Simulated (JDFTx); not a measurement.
# InP (F-43m) in JDFTx: a series of runs

Aim: see how the results for InP move with the level of theory and the settings. Levels: PBE, LDA. Tasks: band structure.

All numbers are computed with JDFTx 1.7.0 (patched build); they aren't measurements. Logs are shortened: lines on timing, memory, paths and dates and some standing lists are left out, and cuts for length are marked. The log counts tension as positive stress, the text compression.

**Measured values to compare with.**

From a printed reference work, data compilation, for a bulk crystal of InP at 1.6 K: band gap 1.4236 eV (direct).

How close the calculation comes is told below.

## (1) The structure

Symmetry: F-43m, No. 216, cubic system. The conventional cell has a = 5.861 Å, b = 5.861 Å, c = 5.861 Å, α = 90.00°, β = 90.00°, γ = 90.00°. In (site symmetry -43m) has 4 P at 2.54 Å as nearest neighbours. P (site symmetry -43m) has 4 In at 2.54 Å as nearest neighbours.

## (2) Band structure, PBE

Input file bands.in:

```
lattice \
    0.0000000000     5.5378424082     5.5378424082 \
    5.5378424082     0.0000000000     5.5378424082 \
    5.5378424082     5.5378424082     0.0000000000
coords-type Lattice
ion In     0.0000000000     0.0000000000     0.0000000000 1
ion P      0.7500000000     0.7500000000     0.7500000000 1

ion-species pseudo/In.upf
ion-species pseudo/P.upf
elec-cutoff 35 280
elec-ex-corr gga-PBE
elec-smearing Fermi 0.0018374661
elec-n-bands 15
electronic-minimize nIterations 30 energyDiffThreshold 1e-06
davidson-band-ratio 1.3
forces-output-coords Cartesian
include path.kpoints
symmetries none
fix-electron-density run.$VAR

dump-name bands.$VAR
dump End Ecomponents EigStats BandEigs Kpoints Forces
```

Input file path.kpoints:

```
kpoint +0.0000000000 +0.0000000000 +0.0000000000 0.020000000000
kpoint +0.0714285714 +0.0000000000 +0.0714285714 0.020000000000
kpoint +0.1428571429 +0.0000000000 +0.1428571429 0.020000000000
kpoint +0.2142857143 +0.0000000000 +0.2142857143 0.020000000000
kpoint +0.2857142857 +0.0000000000 +0.2857142857 0.020000000000
kpoint +0.3571428571 +0.0000000000 +0.3571428571 0.020000000000
kpoint +0.4285714286 +0.0000000000 +0.4285714286 0.020000000000
kpoint +0.5000000000 +0.0000000000 +0.5000000000 0.020000000000
kpoint +0.5000000000 +0.0833333333 +0.5833333333 0.020000000000
kpoint +0.5000000000 +0.1666666667 +0.6666666667 0.020000000000
kpoint +0.5000000000 +0.2500000000 +0.7500000000 0.020000000000
kpoint +0.4375000000 +0.3125000000 +0.7500000000 0.020000000000
kpoint +0.3750000000 +0.3750000000 +0.7500000000 0.020000000000
kpoint +0.3281250000 +0.3281250000 +0.6562500000 0.020000000000
kpoint +0.2812500000 +0.2812500000 +0.5625000000 0.020000000000
kpoint +0.2343750000 +0.2343750000 +0.4687500000 0.020000000000
kpoint +0.1875000000 +0.1875000000 +0.3750000000 0.020000000000
kpoint +0.1406250000 +0.1406250000 +0.2812500000 0.020000000000
kpoint +0.0937500000 +0.0937500000 +0.1875000000 0.020000000000
kpoint +0.0468750000 +0.0468750000 +0.0937500000 0.020000000000
kpoint +0.0000000000 +0.0000000000 +0.0000000000 0.020000000000
kpoint +0.0833333333 +0.0833333333 +0.0833333333 0.020000000000
kpoint +0.1666666667 +0.1666666667 +0.1666666667 0.020000000000
kpoint +0.2500000000 +0.2500000000 +0.2500000000 0.020000000000
kpoint +0.3333333333 +0.3333333333 +0.3333333333 0.020000000000
kpoint +0.4166666667 +0.4166666667 +0.4166666667 0.020000000000
kpoint +0.5000000000 +0.5000000000 +0.5000000000 0.020000000000
kpoint +0.5250000000 +0.4500000000 +0.5250000000 0.020000000000
kpoint +0.5500000000 +0.4000000000 +0.5500000000 0.020000000000
kpoint +0.5750000000 +0.3500000000 +0.5750000000 0.020000000000
kpoint +0.6000000000 +0.3000000000 +0.6000000000 0.020000000000
kpoint +0.6250000000 +0.2500000000 +0.6250000000 0.020000000000
kpoint +0.5625000000 +0.2500000000 +0.6875000000 0.020000000000
kpoint +0.5000000000 +0.2500000000 +0.7500000000 0.020000000000
kpoint +0.5000000000 +0.2916666667 +0.7083333333 0.020000000000
kpoint +0.5000000000 +0.3333333333 +0.6666666667 0.020000000000
kpoint +0.5000000000 +0.3750000000 +0.6250000000 0.020000000000
kpoint +0.5000000000 +0.4166666667 +0.5833333333 0.020000000000
kpoint +0.5000000000 +0.4583333333 +0.5416666667 0.020000000000
kpoint +0.5000000000 +0.5000000000 +0.5000000000 0.020000000000
kpoint +0.4791666667 +0.4791666667 +0.5416666667 0.020000000000
kpoint +0.4583333333 +0.4583333333 +0.5833333333 0.020000000000
kpoint +0.4375000000 +0.4375000000 +0.6250000000 0.020000000000
kpoint +0.4166666667 +0.4166666667 +0.6666666667 0.020000000000
kpoint +0.3958333333 +0.3958333333 +0.7083333333 0.020000000000
kpoint +0.3750000000 +0.3750000000 +0.7500000000 0.020000000000
kpoint +0.6250000000 +0.2500000000 +0.6250000000 0.020000000000
kpoint +0.5833333333 +0.1666666667 +0.5833333333 0.020000000000
kpoint +0.5416666667 +0.0833333333 +0.5416666667 0.020000000000
kpoint +0.5000000000 +0.0000000000 +0.5000000000 0.020000000000
```

Potentials or basis: PseudoDojo-SR-PBE-0.5-standard with smoothed tails.

Command:

```sh
$ jdftx -c 1 -i bands.in -o bands.out
```

What it wrote:

```text
*************** JDFTx 1.7.0 (patched build) ***************

Input parsed successfully to the following command list (including defaults):
[... the input with its defaults ...]

---------- Initializing the Grid ----------
R =
[            0      5.53784      5.53784  ]
[      5.53784            0      5.53784  ]
[      5.53784      5.53784            0  ]
unit cell volume = 339.666
G =
[  -0.567295   0.567295   0.567295  ]
[   0.567295  -0.567295   0.567295  ]
[   0.567295   0.567295  -0.567295  ]
Minimum fftbox size, Smin = [  60  60  60  ]
Chosen fftbox size, S = [  60  60  60  ]

---------- Initializing tighter grid for wavefunction operations ----------
R =
[            0      5.53784      5.53784  ]
[      5.53784            0      5.53784  ]
[      5.53784      5.53784            0  ]
unit cell volume = 339.666
G =
[  -0.567295   0.567295   0.567295  ]
[   0.567295  -0.567295   0.567295  ]
[   0.567295   0.567295  -0.567295  ]
Minimum fftbox size, Smin = [  44  44  44  ]
Chosen fftbox size, S = [  48  48  48  ]

---------- Exchange Correlation functional ----------
Initalized PBE GGA exchange.
Initalized PBE GGA correlation.

---------- Setting up pseudopotentials ----------
Width of ionic core gaussian charges (only for fluid interactions / plotting) set to 0

Reading pseudopotential file 'pseudo/In.upf':
  'In' pseudopotential, 'PBE' functional
  Generated using ONCVPSP code by D. R. Hamann
  13 valence electrons, 3 orbitals, 6 projectors, 1001 radial grid points, with lMax = 2
    4D    l: 2   occupation: 10.0   eigenvalue: -0.684392
    5S    l: 0   occupation:  2.0   eigenvalue: -0.301765
    5P    l: 1   occupation:  1.0   eigenvalue: -0.092561
  Core radius for overlap checks: 2.17 bohrs.

Reading pseudopotential file 'pseudo/P.upf':
  'P' pseudopotential, 'PBE' functional
  Generated using ONCVPSP code by D. R. Hamann
  5 valence electrons, 2 orbitals, 6 projectors, 1001 radial grid points, with lMax = 2
    3S    l: 0   occupation:  2.0   eigenvalue: -0.513364
    3P    l: 1   occupation:  3.0   eigenvalue: -0.202372
  Core radius for overlap checks: 1.66 bohrs.

Initialized 2 species with 2 total atoms.

Folded 50 k-points by 1x1x1 to 50 k-points.

---------- Setting up k-points, bands, fillings ----------
No reducable k-points.
Computing the number of bands and number of electrons
Calculating initial fillings.
nElectrons:  18.000000   nBands: 15   nStates: 50

----- Setting up reduced wavefunction bases (one per k-point) -----
average nbasis = 3359.320 , ideal nbasis = 3359.293

---------- Setting up ewald sum ----------
Optimum gaussian width for ewald sums = 2.515192 bohr.
Real space sum over 1331 unit cells with max indices [  5  5  5  ]
Reciprocal space sum over 2197 terms with max indices [  6  6  6  ]

---------- Allocating electronic variables ----------
Reading n from file 'run.n' ... done
Initializing wave functions:  linear combination of atomic orbitals
Note: number of bands (15) exceeds available atomic orbitals (13)

----------- Band structure minimization -------------
Minimization will be done independently for each quantum number.

---- Minimization of quantum number:     0  [ +0.0000000 +0.0000000 +0.0000000 ]  0.040000000 ----
BandDavidson: Iter:   0  Eband: +0.111267075525580
BandDavidson: Iter:   1  Eband: +0.091624362888756  dEband: -1.964271e-02
BandDavidson: Iter:   2  Eband: +0.086039823761146  dEband: -5.584539e-03
BandDavidson: Iter:   3  Eband: +0.082983166015715  dEband: -3.056658e-03
[... 814 lines of inner loops ...]
BandDavidson: Iter:  13  Eband: +0.088109019342104  dEband: -1.106406e-06
BandDavidson: Iter:  14  Eband: +0.088108248608421  dEband: -7.707337e-07
BandDavidson: Converged (dEband<1.000000e-06)
	FillingsUpdate:  mu: +0.276691476  nElectrons: 18.000000
WARNING: these k-points are no uniform mesh, so that mu and the fillings of partly filled bands are only those of these points: take mu from the calculation that made the density or potential.

Dumping 'bands.eigStats' ...
	eMin: -0.267528 at state 7 ( [ +0.500000 +0.000000 +0.500000 ] spin 0 )
	HOMO: +0.262462 at state 20 ( [ +0.000000 +0.000000 +0.000000 ] spin 0 )
	mu  : +0.276691
	LUMO: +0.288603 at state 20 ( [ +0.000000 +0.000000 +0.000000 ] spin 0 )
	eMax: +0.679186 at state 34 ( [ +0.500000 +0.291667 -0.291667 ] spin 0 )
	HOMO-LUMO gap: +0.026141
	Optical gap  : +0.026141 at state 20 ( [ +0.000000 +0.000000 +0.000000 ] spin 0 )
Done!
[note: mu, HOMO and LUMO in a band run belong to the points of the path alone and aren't those of the crystal]
```

Run time: 56 s. Hardware: 1 thread of Arm Neoverse V1, shared host; peak memory 0.1 GiB.

What came out:

- Band gap along the path: 0.71 eV, direct

Levels at the corners of the path, in eV from the valence-band top:
```
point  band 5  band 6  band 7  band 8  band 9  band 10  band 11
    Γ  -14.09  -11.52    0.00    0.00    0.00     0.71     4.09
    X  -14.06   -9.15   -5.75   -2.32   -2.32     1.76     2.27
    W  -14.08   -9.07   -5.60   -2.95   -2.91     4.30     4.38
    K  -14.07   -9.16   -5.61   -3.30   -1.94     2.36     4.40
    Γ  -14.09  -11.52    0.00    0.00    0.00     0.71     4.09
    L  -14.08   -9.80   -5.73   -0.97   -0.97     1.50     4.81
    U  -14.07   -9.16   -5.61   -3.30   -1.94     2.36     4.40
    W  -14.08   -9.07   -5.60   -2.95   -2.91     4.30     4.38
    L  -14.08   -9.80   -5.73   -0.97   -0.97     1.50     4.81
    K  -14.07   -9.16   -5.61   -3.30   -1.94     2.36     4.40
    U  -14.07   -9.16   -5.61   -3.30   -1.94     2.36     4.40
    X  -14.06   -9.15   -5.75   -2.32   -2.32     1.76     2.27
```

Caveat: spin-orbit coupling is left out, which moves the levels of the heavy elements.

## (3) Band structure, LDA

bands.in, as its differences from that of step 2:

```diff
@@ -4,5 +4,5 @@
     5.5378424082     5.5378424082     0.0000000000
-coords-type Lattice
+coords-type Cartesian
 ion In     0.0000000000     0.0000000000     0.0000000000 1
-ion P      0.7500000000     0.7500000000     0.7500000000 1
+ion P      8.3067636123     8.3067636123     8.3067636123 1
 
@@ -11,3 +11,3 @@
 elec-cutoff 35 280
-elec-ex-corr gga-PBE
+elec-ex-corr lda-PW
 elec-smearing Fermi 0.0018374661
```

path.kpoints is that of step 2.

Potentials or basis: PseudoDojo-SR-LDA-0.4.1-standard with smoothed tails.

Command:

```sh
$ jdftx -c 1 -i bands.in -o bands.out
```

What it wrote:

```text
*************** JDFTx 1.7.0 (patched build) ***************

Input parsed successfully to the following command list (including defaults):
[... the input with its defaults ...]

---------- Initializing the Grid ----------
R =
[            0      5.53784      5.53784  ]
[      5.53784            0      5.53784  ]
[      5.53784      5.53784            0  ]
unit cell volume = 339.666
G =
[  -0.567295   0.567295   0.567295  ]
[   0.567295  -0.567295   0.567295  ]
[   0.567295   0.567295  -0.567295  ]
Minimum fftbox size, Smin = [  60  60  60  ]
Chosen fftbox size, S = [  60  60  60  ]

---------- Initializing tighter grid for wavefunction operations ----------
R =
[            0      5.53784      5.53784  ]
[      5.53784            0      5.53784  ]
[      5.53784      5.53784            0  ]
unit cell volume = 339.666
G =
[  -0.567295   0.567295   0.567295  ]
[   0.567295  -0.567295   0.567295  ]
[   0.567295   0.567295  -0.567295  ]
Minimum fftbox size, Smin = [  44  44  44  ]
Chosen fftbox size, S = [  48  48  48  ]

---------- Exchange Correlation functional ----------
Initalized Slater LDA exchange.
Initalized Perdew-Wang LDA correlation.

---------- Setting up pseudopotentials ----------
Width of ionic core gaussian charges (only for fluid interactions / plotting) set to 0

Reading pseudopotential file 'pseudo/In.upf':
  'In' pseudopotential, 'SLA  PW   NOGX NOGC' functional
  Generated using ONCVPSP code by D. R. Hamann
  13 valence electrons, 3 orbitals, 6 projectors, 1001 radial grid points, with lMax = 2
    4D    l: 2   occupation: 10.0   eigenvalue: -0.687856
    5S    l: 0   occupation:  2.0   eigenvalue: -0.311709
    5P    l: 1   occupation:  1.0   eigenvalue: -0.099150
  Core radius for overlap checks: 2.17 bohrs.

Reading pseudopotential file 'pseudo/P.upf':
  'P' pseudopotential, 'SLA  PW   NOGX NOGC' functional
  Generated using ONCVPSP code by D. R. Hamann
  5 valence electrons, 2 orbitals, 6 projectors, 1001 radial grid points, with lMax = 2
    3S    l: 0   occupation:  2.0   eigenvalue: -0.515099
    3P    l: 1   occupation:  3.0   eigenvalue: -0.205677
  Core radius for overlap checks: 1.66 bohrs.

Initialized 2 species with 2 total atoms.

Folded 50 k-points by 1x1x1 to 50 k-points.

---------- Setting up k-points, bands, fillings ----------
No reducable k-points.
Computing the number of bands and number of electrons
Calculating initial fillings.
nElectrons:  18.000000   nBands: 15   nStates: 50

----- Setting up reduced wavefunction bases (one per k-point) -----
average nbasis = 3359.320 , ideal nbasis = 3359.293

---------- Setting up ewald sum ----------
Optimum gaussian width for ewald sums = 2.515192 bohr.
Real space sum over 1331 unit cells with max indices [  5  5  5  ]
Reciprocal space sum over 2197 terms with max indices [  6  6  6  ]

---------- Allocating electronic variables ----------
Reading n from file 'run.n' ... done
Initializing wave functions:  linear combination of atomic orbitals
Note: number of bands (15) exceeds available atomic orbitals (13)

----------- Band structure minimization -------------
Minimization will be done independently for each quantum number.

---- Minimization of quantum number:     0  [ +0.0000000 +0.0000000 +0.0000000 ]  0.040000000 ----
BandDavidson: Iter:   0  Eband: +0.103101091048733
BandDavidson: Iter:   1  Eband: +0.084336697431859  dEband: -1.876439e-02
BandDavidson: Iter:   2  Eband: +0.078727613450162  dEband: -5.609084e-03
BandDavidson: Iter:   3  Eband: +0.075937856579535  dEband: -2.789757e-03
[... 781 lines of inner loops ...]
BandDavidson: Iter:  12  Eband: +0.081070733072609  dEband: -1.447719e-06
BandDavidson: Iter:  13  Eband: +0.081069924406135  dEband: -8.086665e-07
BandDavidson: Converged (dEband<1.000000e-06)
	FillingsUpdate:  mu: +0.263039796  nElectrons: 18.000000
WARNING: these k-points are no uniform mesh, so that mu and the fillings of partly filled bands are only those of these points: take mu from the calculation that made the density or potential.

Dumping 'bands.eigStats' ...
	eMin: -0.276145 at state 7 ( [ +0.500000 +0.000000 +0.500000 ] spin 0 )
	HOMO: +0.252946 at state 20 ( [ +0.000000 +0.000000 +0.000000 ] spin 0 )
	mu  : +0.263040
	LUMO: +0.270809 at state 20 ( [ +0.000000 +0.000000 +0.000000 ] spin 0 )
	eMax: +0.664923 at state 34 ( [ +0.500000 +0.291667 -0.291667 ] spin 0 )
	HOMO-LUMO gap: +0.017863
	Optical gap  : +0.017863 at state 20 ( [ +0.000000 +0.000000 +0.000000 ] spin 0 )
Done!
[note: mu, HOMO and LUMO in a band run belong to the points of the path alone and aren't those of the crystal]
```

It took 53 s on 1 thread of Arm Neoverse V1, shared host; peak memory 0.11 GiB.

Results:

```
Band gap along the path : 0.49 eV, direct
```

Levels at the corners of the path, in eV from the valence-band top:
```tsv
point	band 7	band 8	band 9	band 10	band 11
Γ	0.00	0.00	0.00	0.49	3.97
X	-5.88	-2.36	-2.36	1.61	2.12
W	-5.73	-3.00	-2.97	4.19	4.27
K	-5.73	-3.37	-1.97	2.21	4.28
Γ	0.00	0.00	0.00	0.49	3.97
L	-5.84	-0.99	-0.99	1.31	4.70
U	-5.73	-3.37	-1.97	2.21	4.28
W	-5.73	-3.00	-2.97	4.19	4.27
L	-5.84	-0.99	-0.99	1.31	4.70
K	-5.73	-3.37	-1.97	2.21	4.28
U	-5.73	-3.37	-1.97	2.21	4.28
X	-5.88	-2.36	-2.36	1.61	2.12
```

Caveat: spin-orbit coupling is left out, which moves the levels of the heavy elements.

## (4) How close it comes

Step 2. A measured gap of InP is 1.4236 eV (direct; 1.6 K; a printed reference work, data compilation); the calculated 0.71 eV misses it by -0.71 eV. Spin-orbit coupling on In is left out. The value is that of PBE, without temperature or zero-point motion. Semilocal functionals fall short of measured gaps as a rule.

Step 3. Against the measured gap of InP, 1.4236 eV (direct; 1.6 K; a printed reference work, data compilation), the calculated 0.49 eV is off by -0.94 eV. Spin-orbit coupling on In is left out. The value is that of LDA, without temperature or zero-point motion. Semilocal functionals fall short of measured gaps as a rule.
